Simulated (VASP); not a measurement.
# Si2Mo (P6_222) in VASP: notebook, part 2 of 2

VASP 6.6.1. The steps go on from the part before.

## Step 4: Single point, PBEsol

INCAR reads:

```
ALGO = Normal
EDIFF = 1E-7
ENCUT = 520
GGA = PS
ISIF = 2
ISMEAR = -1
KPAR = 4
LASPH = T
LCHARG = F
LREAL = F
LWAVE = F
NBANDS = 43
NELM = 80
PREC = Accurate
SIGMA = 0.05
```

KPOINTS reads:

```
k-points
0
Gamma
  7 7 4
```

POSCAR reads:

```
Si2Mo
1.0
    4.5854715599      0.0000000000      0.0000000000
   -2.2927357800      3.9711348592      0.0000000000
    0.0000000000      0.0000000000      6.5797601000
Mo Si
3 6
Direct
    0.5000000000      0.5000000000      0.8333333333
    0.0000000000      0.5000000000      0.1666666667
    0.5000000000      0.0000000000      0.5000000000
    0.1638729800      0.3277459600      0.5000000000
    0.6722540400      0.8361270200      0.1666666667
    0.8361270200      0.1638729800      0.8333333333
    0.8361270200      0.6722540400      0.5000000000
    0.3277459600      0.1638729800      0.1666666667
    0.1638729800      0.8361270200      0.8333333333
```

Potentials or basis: VASP PAW PBE potentials, release 64 (Mo_sv, Si).

Command:

```bash
> cat potpaw_PBE.64/Mo_sv/POTCAR potpaw_PBE.64/Si/POTCAR > POTCAR
> mpirun -np 4 vasp_std > vasp.out
```

OUTCAR:

```text
EDIFF = 1E-7
   ENCUT = 520
   GGA = PS
   ISIF = 2
   ISMEAR = -1
   LASPH = T
   LREAL = F
   NELM = 80
   PREC = Accurate

 ion  position               nearest neighbor table
   1  0.500  0.500  0.833-   4 2.57   7 2.57   5 2.57   8 2.57   9 2.64   6 2.64   9 2.64   6 2.64
                             6 2.67   9 2.67   3 3.17   3 3.17   2 3.17   2 3.17
   2  0.000  0.500  0.167-   4 2.57   7 2.57   6 2.57   9 2.57   8 2.64   5 2.64   5 2.64   8 2.64
                             5 2.67   8 2.67   3 3.17   3 3.17   1 3.17   1 3.17
   3  0.500  0.000  0.500-   6 2.57   9 2.57   8 2.57   5 2.57   4 2.64   7 2.64   7 2.64   4 2.64
                             4 2.67   7 2.67   2 3.17   2 3.17   1 3.17   1 3.17
   4  0.164  0.328  0.500-   6 2.55   8 2.55   1 2.57   2 2.57   7 2.60   3 2.64   3 2.64   3 2.67
                             7 2.67   7 2.67   5 3.15   9 3.15
   5  0.672  0.836  0.167-   7 2.55   6 2.55   3 2.57   1 2.57   8 2.60   2 2.64   2 2.64   2 2.67
                             8 2.67   8 2.67   4 3.15   9 3.15
   6  0.836  0.164  0.833-   4 2.55   5 2.55   3 2.57   2 2.57   9 2.60   1 2.64   1 2.64   1 2.67
                             9 2.67   9 2.67   7 3.15   8 3.15
   7  0.836  0.672  0.500-   9 2.55   5 2.55   1 2.57   2 2.57   4 2.60   3 2.64   3 2.64   3 2.67
                             4 2.67   4 2.67   8 3.15   6 3.15
   8  0.328  0.164  0.167-   4 2.55   9 2.55   3 2.57   1 2.57   5 2.60   2 2.64   2 2.64   2 2.67
                             5 2.67   5 2.67   7 3.15   6 3.15
   9  0.164  0.836  0.833-   7 2.55   8 2.55   3 2.57   2 2.57   6 2.60   1 2.64   1 2.64   1 2.67
                             6 2.67   6 2.67   4 3.15   5 3.15

  LATTYP: Found a hexagonal cell.
 ALAT       =     4.5854715599
 C/A-ratio  =     1.4349146024

  Lattice vectors:

 A1 = (   4.5854715599,   0.0000000000,   0.0000000000)
 A2 = (  -2.2927357800,   3.9711348592,   0.0000000000)
 A3 = (   0.0000000000,   0.0000000000,   6.5797601000)

Analysis of symmetry for initial positions (statically):
=====================================================================
 Subroutine PRICEL returns:
 Original cell was already a primitive cell.

 Routine SETGRP: Setting up the symmetry group for a
 hexagonal supercell.

[... 164 lines left out ...]
 non-spin polarized calculation
  energy-cutoff  :      520.00
  volume of cell :      119.81
 maximum number of plane-waves:      3300
 NGX is ok and might be reduce to    36
   NGX = 17   NGY = 17   NGZ = 25

 number of electron      65.9999996 magnetization

 Free energy of the ion-electron system (eV)
  ---------------------------------------------------
  ext. energy  EPLUGINS =         0.00000000
  ---------------------------------------------------
  free energy    TOTEN  =       -74.98572235 eV

  energy without entropy =      -74.98386891  energy(sigma->0) =      -74.98479563

 E-fermi :  12.8573     XC(G=0): -12.5433

 val. band max:       12.7285254458   @ k =   0.4286  -0.0000   0.5000
 cond. band min:      12.9843350411   @ k =   0.4286  -0.0000   0.0000
 fundamental gap:      0.2558095954
 Fermi energy:        12.8573477158

 k-point     1 :       0.0000    0.0000    0.0000
  band No.  band energies     occupation
      1     -48.2164      2.00000
      2     -48.1857      2.00000
      3     -48.1857      2.00000
      4     -22.4906      2.00000
      5     -22.4880      2.00000
      6     -22.4880      2.00000
[... 1093 lines left out ...]
     42      16.0780      0.00000
     43      16.1197      0.00000

------------------------ aborting loop because EDIFF is reached ----------------------------------------

  FORCE on cell =-STRESS in cart. coord.  units (eV):
  Direction    XX          YY          ZZ          XY          YZ          ZX
  --------------------------------------------------------------------------------------
  -------------------------------------------------------------------------------------
  Total       -0.8212005     -0.8212005     -0.8675199      0.0000000     -0.0000000     -0.0000000
  in kB      -10.9812324    -10.9812324    -11.6006236      0.0000000     -0.0000000     -0.0000000
  external PRESSURE =     -11.1876961 kB  Pullay stress =       0.0000000 kB

 VOLUME and BASIS-vectors are now :
 -----------------------------------------------------------------------------
  energy-cutoff  :      520.00
  volume of cell :      119.81
      direct lattice vectors                 reciprocal lattice vectors
     4.585471560  0.000000000  0.000000000     0.218080079  0.125908592  0.000000000
    -2.292735780  3.971134859  0.000000000     0.000000000  0.251817185  0.000000000
     0.000000000  0.000000000  6.579760100     0.000000000  0.000000000  0.151981225

 POSITION                                       TOTAL-FORCE (eV/Angst)
 -----------------------------------------------------------------------------------
      1.14637      1.98557      5.48313        -0.000000      0.000000      0.000000
     -1.14637      1.98557      1.09663        -0.000000      0.000000     -0.000000
      2.29274      0.00000      3.28988        -0.000000      0.000000      0.000000
     -0.00000      1.30152      3.28988        -0.000000      0.038707      0.000000
      1.16558      3.32037      1.09663        -0.033521     -0.019354      0.000000
      3.45832      0.65076      5.48313        -0.033521      0.019354      0.000000
      2.29274      2.66961      3.28988         0.000000     -0.038707      0.000000
      1.12715      0.65076      1.09663         0.033521      0.019354      0.000000
     -1.16558      3.32037      5.48313         0.033521     -0.019354      0.000000
 -----------------------------------------------------------------------------------
    total drift:                               -0.000000     -0.000000      0.000001

  FREE ENERGIE OF THE ION-ELECTRON SYSTEM (eV)
  ---------------------------------------------------
  free  energy   TOTEN  =       -74.9857223458 eV

  energy  without entropy=      -74.9838689096  energy(sigma->0) =      -74.98479563
```

OSZICAR:

```text
N       E                     dE             d eps       ncg     rms          rms(c)
DAV:   1     0.530876102316E+03    0.53088E+03   -0.36492E+04  2200   0.148E+03
DAV:   2    -0.534164618827E+02   -0.58429E+03   -0.56507E+03  2368   0.394E+02
DAV:   3    -0.772875141670E+02   -0.23871E+02   -0.23334E+02  2704   0.698E+01
DAV:   4    -0.776782644013E+02   -0.39075E+00   -0.38836E+00  2584   0.830E+00
DAV:   5    -0.776833575588E+02   -0.50932E-02   -0.50862E-02  2541   0.103E+00    0.393E+01
DAV:   6    -0.754800999717E+02    0.22033E+01   -0.16917E+01  2425   0.191E+01    0.884E+00
DAV:   7    -0.751225036910E+02    0.35760E+00   -0.29731E+00  2408   0.763E+00    0.842E+00
DAV:   8    -0.749874998465E+02    0.13500E+00   -0.40594E-01  2418   0.334E+00    0.787E-01
DAV:   9    -0.749864412135E+02    0.10586E-02   -0.22313E-02  2703   0.565E-01    0.418E-01
DAV:  10    -0.749859423234E+02    0.49889E-03   -0.50739E-03  2399   0.405E-01    0.175E-01
DAV:  11    -0.749857250683E+02    0.21726E-03   -0.11222E-03  2432   0.172E-01    0.278E-02
DAV:  12    -0.749857233767E+02    0.16916E-05   -0.41995E-05  2455   0.308E-02    0.158E-02
DAV:  13    -0.749857224152E+02    0.96146E-06   -0.24110E-06  2312   0.682E-03    0.232E-03
DAV:  14    -0.749857223458E+02    0.69441E-07   -0.90695E-08  1533   0.144E-03
   1 F= -.74985722E+02 E0= -.74984796E+02  d E =-.185344E-02
```

stdout:

```text
POSCAR found type information on POSCAR MoSi
 POSCAR found :  2 types and       9 ions
 scaLAPACK will be used
 -----------------------------------------------------------------------------
|                                                                             |
|                                                                             |
|     You enforced a specific xc type in the INCAR file but a different       |
|     I HOPE YOU KNOW WHAT YOU ARE DOING!                                     |
|                                                                             |
 -----------------------------------------------------------------------------

 LDA part: xc-table for (Slater+PW92), standard interpolation
 POSCAR, INCAR and KPOINTS ok, starting setup
 FFT: planning ... GRIDC
 FFT: planning ... GRID_SOFT
 FFT: planning ... GRID
 WAVECAR not read
 entering main loop
```

It took 47 s on 4 MPI ranks of AMD EPYC 7R13 (Zen 3), shared host; peak memory 0.26 GiB.

What came out:

- Free energy: -74.9857 eV
- Pressure: -1.1 GPa
- Largest force: 0.039 eV/Å
- Band gap on the k mesh: 0.26 eV, indirect (least direct gap 0.62 eV)

Forces in eV/Å, atoms in the order of the input:
```
Mo   0.000  0.000  0.000
Mo   0.000  0.000  0.000
Mo   0.000  0.000  0.000
Si   0.000  0.039  0.000
Si  -0.034 -0.019  0.000
Si  -0.034  0.019  0.000
Si   0.000 -0.039  0.000
Si   0.034  0.019  0.000
Si   0.034 -0.019  0.000
```

Caveat: the PAW data sets were made with another functional, which shifts forces and pressure a little; an odd mesh through Γ misses points on the zone boundary, where band edges often lie.

## Step 5: Equation of state, PBEsol, 12.51 Å³/atom (volume scaled by 0.94)

INCAR is that of step 4.

KPOINTS is that of step 4.

Changes to POSCAR since step 4:

```diff
@@ -2,5 +2,5 @@
 1.0
-    4.5854715599      0.0000000000      0.0000000000
-   -2.2927357800      3.9711348592      0.0000000000
-    0.0000000000      0.0000000000      6.5797601000
+    4.4918642420      0.0000000000      0.0000000000
+   -2.2459321210      3.8900685439      0.0000000000
+    0.0000000000      0.0000000000      6.4454415926
 Mo Si
```

Command:

```bash
> cat potpaw_PBE.64/Mo_sv/POTCAR potpaw_PBE.64/Si/POTCAR > POTCAR
> mpirun -np 4 vasp_std > vasp.out
```

Wall time 40 s (4 MPI ranks of AMD EPYC 7R13 (Zen 3), shared host); peak memory 0.27 GiB.

The run converged. Its results:

| Item | Value |
| --- | --- |
| Free energy | -74.7082 eV |
| Pressure | 14.3 GPa |
| Largest force | 0.017 eV/Å |
| Band gap on the k mesh | 0.24 eV, indirect (least direct gap 0.69 eV) |

Caveat: the PAW data sets were made with another functional, which shifts forces and pressure a little; an odd mesh through Γ misses points on the zone boundary, where band edges often lie.

## Step 6: Equation of state, PBEsol, 12.78 Å³/atom (volume scaled by 0.96)

INCAR is that of step 5.

KPOINTS is that of step 5.

Changes to POSCAR since step 5:

```diff
@@ -2,5 +2,5 @@
 1.0
-    4.4918642420      0.0000000000      0.0000000000
-   -2.2459321210      3.8900685439      0.0000000000
-    0.0000000000      0.0000000000      6.4454415926
+    4.5234981310      0.0000000000      0.0000000000
+   -2.2617490656      3.9174642954      0.0000000000
+    0.0000000000      0.0000000000      6.4908335219
 Mo Si
```

Potentials or basis: VASP PAW PBE potentials, release 64 (Mo_sv, Si).

Command:

```bash
> cat potpaw_PBE.64/Mo_sv/POTCAR potpaw_PBE.64/Si/POTCAR > POTCAR
> mpirun -np 4 vasp_std > vasp.out
```

It took 41 s on 4 MPI ranks of AMD EPYC 7R13 (Zen 3), shared host; peak memory 0.27 GiB.

Results (log left out):

```yaml
Free_energy: -74.8786 eV
Pressure: 8.6 GPa
Largest_force: 0.025 eV/Å
Band_gap_on_the_k_mesh: 0.25 eV, indirect (least direct gap 0.66 eV)
```

Caveat: the PAW data sets were made with another functional, which shifts forces and pressure a little; an odd mesh through Γ misses points on the zone boundary, where band edges often lie.

## Step 7: Equation of state, PBEsol, 13.05 Å³/atom (volume scaled by 0.98)

INCAR is that of step 6.

KPOINTS is that of step 6.

Changes to POSCAR since step 6:

```diff
@@ -2,5 +2,5 @@
 1.0
-    4.5234981310      0.0000000000      0.0000000000
-   -2.2617490656      3.9174642954      0.0000000000
-    0.0000000000      0.0000000000      6.4908335219
+    4.5546956557      0.0000000000      0.0000000000
+   -2.2773478279      3.9444821443      0.0000000000
+    0.0000000000      0.0000000000      6.5355993057
 Mo Si
```

Command:

```bash
> cat potpaw_PBE.64/Mo_sv/POTCAR potpaw_PBE.64/Si/POTCAR > POTCAR
> mpirun -np 4 vasp_std > vasp.out
```

Wall time 41 s (4 MPI ranks of AMD EPYC 7R13 (Zen 3), shared host); peak memory 0.26 GiB.

Results (log left out):

```yaml
Free_energy: -74.9684 eV
Pressure: 3.5 GPa
Largest_force: 0.032 eV/Å
Band_gap_on_the_k_mesh: 0.25 eV, indirect (least direct gap 0.64 eV)
```

Caveat: the PAW data sets were made with another functional, which shifts forces and pressure a little; an odd mesh through Γ misses points on the zone boundary, where band edges often lie.

## Step 8: Equation of state, PBEsol, 13.58 Å³/atom (volume scaled by 1.02)

INCAR is that of step 7.

KPOINTS is that of step 7.

Changes to POSCAR since step 7:

```diff
@@ -2,5 +2,5 @@
 1.0
-    4.5546956557      0.0000000000      0.0000000000
-   -2.2773478279      3.9444821443      0.0000000000
-    0.0000000000      0.0000000000      6.5355993057
+    4.6158398062      0.0000000000      0.0000000000
+   -2.3079199032      3.9974345320      0.0000000000
+    0.0000000000      0.0000000000      6.6233359401
 Mo Si
```

Command:

```bash
> cat potpaw_PBE.64/Mo_sv/POTCAR potpaw_PBE.64/Si/POTCAR > POTCAR
> mpirun -np 4 vasp_std > vasp.out
```

It took 49 s on 4 MPI ranks of AMD EPYC 7R13 (Zen 3), shared host; peak memory 0.27 GiB.

The run converged. Its results:

| Property | Result |
| --- | --- |
| Free energy | -74.9381 eV |
| Pressure | -5.2 GPa |
| Largest force | 0.046 eV/Å |
| Band gap on the k mesh | 0.26 eV, indirect (least direct gap 0.60 eV) |

Caveat: the PAW data sets were made with another functional, which shifts forces and pressure a little; an odd mesh through Γ misses points on the zone boundary, where band edges often lie.

## Step 9: Equation of state, PBEsol, 13.85 Å³/atom (volume scaled by 1.04)

INCAR is that of step 8.

KPOINTS is that of step 8.

Changes to POSCAR since step 8:

```diff
@@ -2,5 +2,5 @@
 1.0
-    4.6158398062      0.0000000000      0.0000000000
-   -2.3079199032      3.9974345320      0.0000000000
-    0.0000000000      0.0000000000      6.6233359401
+    4.6458136319      0.0000000000      0.0000000000
+   -2.3229068160      4.0233926264      0.0000000000
+    0.0000000000      0.0000000000      6.6663458202
 Mo Si
```

Potentials or basis: VASP PAW PBE potentials, release 64 (Mo_sv, Si).

Command:

```bash
> cat potpaw_PBE.64/Mo_sv/POTCAR potpaw_PBE.64/Si/POTCAR > POTCAR
> mpirun -np 4 vasp_std > vasp.out
```

It took 48 s on 4 MPI ranks of AMD EPYC 7R13 (Zen 3), shared host; peak memory 0.27 GiB.

The run converged. Its results:

```yaml
Free_energy: -74.8323 eV
Pressure: -8.9 GPa
Largest_force: 0.052 eV/Å
Band_gap_on_the_k_mesh: 0.26 eV, indirect (least direct gap 0.58 eV)
```

Caveat: the PAW data sets were made with another functional, which shifts forces and pressure a little; an odd mesh through Γ misses points on the zone boundary, where band edges often lie.

## Step 10: Equation of state, PBEsol, 14.11 Å³/atom (volume scaled by 1.06)

INCAR is that of step 9.

KPOINTS is that of step 9.

Changes to POSCAR since step 9:

```diff
@@ -2,5 +2,5 @@
 1.0
-    4.6458136319      0.0000000000      0.0000000000
-   -2.3229068160      4.0233926264      0.0000000000
-    0.0000000000      0.0000000000      6.6663458202
+    4.6754055993      0.0000000000      0.0000000000
+   -2.3377027997      4.0490200220      0.0000000000
+    0.0000000000      0.0000000000      6.7088077664
 Mo Si
```

Command:

```bash
> cat potpaw_PBE.64/Mo_sv/POTCAR potpaw_PBE.64/Si/POTCAR > POTCAR
> mpirun -np 4 vasp_std > vasp.out
```

Wall time 45 s (4 MPI ranks of AMD EPYC 7R13 (Zen 3), shared host); peak memory 0.27 GiB.

The run converged. Its results:

```yaml
Free_energy: -74.6743 eV
Pressure: -12.2 GPa
Largest_force: 0.059 eV/Å
Band_gap_on_the_k_mesh: 0.26 eV, indirect (least direct gap 0.56 eV)
```

Caveat: the PAW data sets were made with another functional, which shifts forces and pressure a little; an odd mesh through Γ misses points on the zone boundary, where band edges often lie.

## Step 11: Equation of state, PBEsol

Potentials or basis: VASP PAW PBE potentials, release 64 (Mo_sv, Si).

This step only gathers the single runs of the series.

What came out:

| Quantity | Value |
| --- | --- |
| Equilibrium volume | 13.25 Å³/atom |
| Bulk modulus at fixed shape and positions | 222 GPa |
| Pressure derivative of the bulk modulus | 4.4 |

Energy against volume, from the lowest point:
| volume (Å³/atom) | energy (meV/atom) |
| --- | --- |
| 12.514 | 30.83 |
| 12.780 | 11.90 |
| 13.046 | 1.93 |
| 13.313 | 0.00 |
| 13.579 | 5.29 |
| 13.845 | 17.04 |
| 14.111 | 34.60 |

Caveat: the cell was scaled at fixed shape and fractional positions, which overstates the stiffness of a crystal with free parameters, most of all of layers and chains; the PAW data sets were made with another functional, which shifts forces and pressure a little.

## Step 12: The runs side by side

| task | level | cell | ladder | gap on the mesh (eV) | pressure (GPa) | largest force (eV/Å) |
| --- | --- | --- | --- | --- | --- | --- |
| single point | PBE | as given | - | 0.27 | 3.7 | 0.01 |
| single point | PBE | atoms moved at random, drawn with an rms of 0.05 Å | - | 0.06 | 4.4 | 1.39 |
| single point | PBEsol | as given | free | 0.26 | -1.1 | 0.04 |
| equation of state | PBEsol | as given | free | - | - | - |

Alike in all rows: potentials or basis VASP PAW PBE potentials, release 64 (Mo_sv, Si); no spin polarisation; k mesh 7 × 7 × 4; cutoff (eV) 520; smearing fermi-dirac 0.05 eV.

Caveats: an odd mesh through Γ misses points on the zone boundary, where band edges often lie (some runs); the PAW data sets were made with another functional, which shifts forces and pressure a little (some runs); the cell was scaled at fixed shape and fractional positions, which overstates the stiffness of a crystal with free parameters, most of all of layers and chains (some runs).

Total energies depend on the potentials used, so only differences within one code and one set of settings carry meaning.
